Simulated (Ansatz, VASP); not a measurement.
## Two plane-wave programs on NaI

```
Na I
1.0
     0.00000    3.54319    3.54319
     3.54319    0.00000    3.54319
     3.54319    3.54319    0.00000
Na I
1 1
Direct
  0.00000 0.00000 0.00000
  0.25000 0.25000 0.25000
```

The cell was built by a generator and needn't be a form met in nature.

Alike in both runs: task single point; functional PBEsol; k mesh 4 × 4 × 4; no spin polarisation.

|  | VASP | Ansatz |
| --- | --- | --- |
| version | VASP 6.6.1 | Ansatz 0.2.0 |
| potentials or method | VASP PAW PBE potentials, release 64 (Na_pv, I) | plane waves, PAW |
| plane-wave cutoff (eV) | 520 | 420 |
| occupations | gaussian, width 0.01 eV | fixed |
| valence electrons in the cell | 14 | 26 |

VASP gave:

| Quantity | Value |
| --- | --- |
| gap on the k mesh at the Fermi level (eV) | 3.72 |
| pressure (GPa) | -0.1 |

Question: Estimate Ansatz's values.

Answer: gap on the k mesh at the Fermi level (eV): 3.73; pressure (GPa): -0.1.

The two sets of potentials don't hold the same shells in valence.

Caveats: the PAW data sets were made with another functional, which shifts forces and pressure a little (VASP); spin-orbit coupling is left out, which moves the levels of the heavy elements. As with any semilocal functional, this PBEsol gap is likely too small.
